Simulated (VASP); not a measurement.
A run of VASP 6.6.1 is set up as follows.

File INCAR:

```
PREC     = Accurate       # precision mode
ENCUT    = 520            # plane-wave cutoff, eV
EDIFF    = 1E-7           # SCF threshold, eV
ISMEAR   = 0              # smearing method
SIGMA    = 0.02           # smearing width, eV
LREAL    = F              # projectors in reciprocal space
LASPH    = T              # aspherical terms in the spheres
NELM     = 80             # most SCF steps
ALGO     = Normal         # electronic algorithm
ISIF     = 2              # what is computed and relaxed
LWAVE    = F              # write WAVECAR
LCHARG   = F              # write CHGCAR
GGA      = PE             # functional
NBANDS   = 11             # bands
```

The input KPOINTS:

```
regular mesh
0
Gamma
  2 2 2
```

The input POSCAR:

```
AlAs                                    
1.0
    0.0000000000      2.9312054247      2.9312054247
    2.9312054247      0.0000000000      2.9312054247
    2.9312054247      2.9312054247      0.0000000000
  Al              As            
     1     1
Direct
     0.0000000000000000    0.0000000000000000    0.0000000000000000
     0.2500000000000000    0.2500000000000000    0.2500000000000000
```

The input KPOINTS_OPT:

```
path GXWKGLUWLK,UX
20
line-mode
reciprocal
 0.0000000000  0.0000000000  0.0000000000  G
 0.5000000000  0.0000000000  0.5000000000  X

 0.5000000000  0.0000000000  0.5000000000  X
 0.5000000000  0.2500000000  0.7500000000  W

 0.5000000000  0.2500000000  0.7500000000  W
 0.3750000000  0.3750000000  0.7500000000  K

 0.3750000000  0.3750000000  0.7500000000  K
 0.0000000000  0.0000000000  0.0000000000  G

 0.0000000000  0.0000000000  0.0000000000  G
 0.5000000000  0.5000000000  0.5000000000  L

 0.5000000000  0.5000000000  0.5000000000  L
 0.6250000000  0.2500000000  0.6250000000  U

 0.6250000000  0.2500000000  0.6250000000  U
 0.5000000000  0.2500000000  0.7500000000  W

 0.5000000000  0.2500000000  0.7500000000  W
 0.5000000000  0.5000000000  0.5000000000  L

 0.5000000000  0.5000000000  0.5000000000  L
 0.3750000000  0.3750000000  0.7500000000  K

 0.6250000000  0.2500000000  0.6250000000  U
 0.5000000000  0.0000000000  0.5000000000  X
```

Potentials or basis: VASP PAW PBE potentials, release 64 (Al, As).

Launch:

```bash
$ cat potpaw_PBE.64/Al/POTCAR potpaw_PBE.64/As/POTCAR > POTCAR
$ mpirun -np 1 vasp_std > vasp.out
```

Question: Estimate the band gap along the path.

Answer: 1.20 eV, direct.

Question: What does it give for the pressure?

Answer: 0.0 GPa.

Question: What does it give for the band gap on the k mesh?

Answer: 1.20 eV, direct.

Levels at the corners of the path, in eV from the valence-band top:
```tsv
point	band 1	band 2	band 3	band 4	band 5	band 6	band 7	band 8
Γ	-11.30	0.00	0.00	0.00	1.20	3.88	3.88	3.88
X	-9.57	-5.25	-2.03	-2.03	1.43	2.12	9.40	9.40
X	-9.57	-5.25	-2.03	-2.03	1.43	2.12	9.40	9.40
W	-9.54	-4.99	-2.88	-2.59	4.20	4.99	5.12	5.80
W	-9.54	-4.99	-2.88	-2.59	4.20	4.99	5.12	5.80
K	-9.60	-5.04	-3.11	-1.68	2.11	4.62	7.52	7.52
K	-9.60	-5.04	-3.11	-1.68	2.11	4.62	7.52	7.52
Γ	-11.30	0.00	0.00	0.00	1.20	3.88	3.88	3.88
Γ	-11.30	0.00	0.00	0.00	1.20	3.88	3.88	3.88
L	-10.05	-5.28	-0.79	-0.79	1.62	4.38	4.38	7.47
L	-10.05	-5.28	-0.79	-0.79	1.62	4.38	4.38	7.47
U	-9.60	-5.04	-3.11	-1.68	2.11	4.62	7.52	7.52
U	-9.60	-5.04	-3.11	-1.68	2.11	4.62	7.52	7.52
W	-9.54	-4.99	-2.88	-2.59	4.20	4.99	5.12	5.80
W	-9.54	-4.99	-2.88	-2.59	4.20	4.99	5.12	5.80
L	-10.05	-5.28	-0.79	-0.79	1.62	4.38	4.38	7.47
L	-10.05	-5.28	-0.79	-0.79	1.62	4.38	4.38	7.47
K	-9.60	-5.04	-3.11	-1.68	2.11	4.62	7.52	7.52
U	-9.60	-5.04	-3.11	-1.68	2.11	4.62	7.52	7.52
X	-9.57	-5.25	-2.03	-2.03	1.43	2.12	9.40	9.40
```

Caveat: the k mesh is coarse (spacing up to 0.93 Å⁻¹), so the values aren't converged.
